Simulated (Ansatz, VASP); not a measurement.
# Zr in VASP and in Ansatz

```
Zr
1.0
     3.23200    0.00000    0.00000
    -1.61600    2.79899    0.00000
     0.00000    0.00000    5.14700
Zr
2
Cartesian
  1.6160 0.9330 3.8603
  0.0000 1.8660 1.2868
```

Alike in both runs: task single point; functional RPBE; k mesh 9 × 9 × 5; occupations gaussian, width 0.1 eV; no spin polarisation.

```csv
,VASP,Ansatz
version,VASP 6.6.1,Ansatz 0.2.0
potentials or method,"VASP PAW PBE potentials, release 64 (Zr_sv_GW)",Ansatz PAW
plane-wave cutoff (eV),550,420
valence electrons in the cell,24,24
```

Ansatz gave:

| Item | Value |
| --- | --- |
| gap on the k mesh at the Fermi level (eV) | none |
| pressure (GPa) | 2.7 |
| largest component of the traceless stress (GPa) | 0.62 |

Task: Estimate VASP's values.

Result: gap on the k mesh at the Fermi level (eV): none; pressure (GPa): 2.1; largest component of the traceless stress (GPa): 0.62.

A gap of «none» marks a metal or a gap that the smearing closes.

Caveats: the PAW data sets were made with another functional, which shifts forces and pressure a little (VASP); the PAW data sets come from PBE, with cores solved anew for the run's functional, which leaves a small shift of forces and pressure (Ansatz).
